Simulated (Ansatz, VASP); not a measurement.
# Two plane-wave programs on SbPt

```xyz
2
Lattice="0.0000 2.7179 2.7179 2.7179 0.0000 2.7179 2.7179 2.7179 0.0000" Properties=species:S:1:pos:R:3 pbc="T T T"
Pt    2.7179    2.7179    2.7179
Sb    0.0000    0.0000    0.0000
```

Alike in both runs: task single point; functional PBEsol; k mesh 10 × 10 × 10; occupations gaussian, width 0.05 eV; no spin polarisation.

|  | VASP | Ansatz |
| --- | --- | --- |
| version | VASP 6.6.1 | Ansatz 0.2.0 |
| potentials or method | VASP PAW PBE potentials, release 64 (Pt, Sb) | scalar-relativistic, plane waves, PAW |
| plane-wave cutoff (eV) | 520 | 420 |
| valence electrons in the cell | 15 | 33 |

|  | VASP | Ansatz | Ansatz less VASP |
| --- | --- | --- | --- |
| pressure (GPa) | 2.9 | 3.1 | +0.18 |

With one functional, cell and mesh, what is left measures potentials, basis and numerics. The two sets of potentials don't hold the same shells in valence.

Caveats: the PAW data sets were made with another functional, which shifts forces and pressure a little (VASP). The runs have no spin-orbit coupling, so splittings on Pt, Sb are missing.
